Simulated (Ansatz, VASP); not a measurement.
## Sb: VASP beside Ansatz

The input INCAR:

```
SYSTEM = Sb
ALGO = Normal
EDIFF = 1E-6
ENCUT = 520
GGA = PS
ISIF = 2
ISMEAR = -1
LASPH = .True.
LCHARG = .False.
LREAL = .False.
LWAVE = .False.
NBANDS = 18
NELM = 80
PREC = Accurate
SIGMA = 0.05
```

KPOINTS

```
k-points
0
Gamma
  6 6 4
  0 0 0
```

POSCAR

```
Sb
1.0
    4.5277000000      0.0000000000      0.0000000000
    0.0000000000      4.4211000000      0.0000000000
   -1.3205190000      0.0000000000      6.3643480000
Sb
4
Direct
    0.3399300000      0.2500000000      0.6836700000
    0.9366380000      0.7500000000      0.7627580000
    0.0633620000      0.2500000000      0.2372420000
    0.6600700000      0.7500000000      0.3163300000
```

The input input.yaml:

```yaml
crystal:
  lattice:
    - [4.5277, 0.0, 0.0]
    - [0.0, 4.4211, 0.0]
    - [-1.320519, 0.0, 6.364348]
  atoms:
    - { symbol: Sb, position: [0.33993, 0.25, 0.68367] }
    - { symbol: Sb, position: [0.936638, 0.75, 0.762758] }
    - { symbol: Sb, position: [0.063362, 0.25, 0.237242] }
    - { symbol: Sb, position: [0.66007, 0.75, 0.31633] }
hamiltonian:
  xc: pbesol
  pseudopotentials: { kind: paw }
kpoints:
  mp_grid: { grid: [6, 6, 4] }
  band_path:
    path:
      - [[0.0, 0.0, 0.0], [0.0, 0.0, 0.5], [-0.4477206365, 0.0, 0.6305792361], [-0.5, 0.0, 0.5], [-0.5, 0.5, 0.5], [-0.5522793635, 0.5, 0.3694207639], [-0.5, 0.5, 0.0], [-0.5, 0.0, 0.0], [-0.5522793635, 0.0, 0.3694207639]]
      - [[-0.4477206365, 0.5, 0.6305792361], [0.0, 0.5, 0.5], [0.0, 0.5, 0.0]]
      - [[0.0, 0.0, 0.5], [0.0, 0.5, 0.5]]
    npoints: 14
scf:
  occupations: { method: fermi_dirac, width: 0.05 }
  n_extra_bands: 10
output:
  forces: true
  stress: true
  eigenvalues: true
  fatbands: true
```

This isn't the form of Sb at room conditions, which is rhombohedral.

Alike in both runs: functional PBEsol; k mesh 6 × 6 × 4; occupations fermi-dirac, width 0.05 eV; no spin polarisation.

|  | VASP | Ansatz |
| --- | --- | --- |
| version | VASP 6.6.1 | Ansatz 0.2.0 |
| potentials or method | VASP PAW PBE potentials, release 64 (Sb) | Ansatz PAW |
| plane-wave cutoff (eV) | 520 | 420 |
| valence electrons in the cell | 20 | 60 |
| task | single point | band structure |

|  | VASP | Ansatz | Ansatz less VASP |
| --- | --- | --- | --- |
| gap on the k mesh at the Fermi level (eV) | none | none | - |
| pressure (GPa) | -2.2 | -2.4 | -0.13 |
| largest component of the traceless stress (GPa) | 0.52 | 0.48 | -0.035 |
| rms of the force components (eV/Å) | 0.059 | 0.074 | +0.0153 |

Atom by atom the forces differ by 0.026 eV/Å (rms over components). A gap of «none» marks a metal or a gap that the smearing closes. The two sets of potentials don't hold the same shells in valence.

Caveats: the PAW data sets were made with another functional, which shifts forces and pressure a little (VASP); spin-orbit coupling is left out, which moves the levels of the heavy elements (Ansatz); the PAW data sets come from PBE, with cores solved anew for the run's functional, which leaves a small shift of forces and pressure (Ansatz). The runs have no spin-orbit coupling, so splittings on Sb are missing.
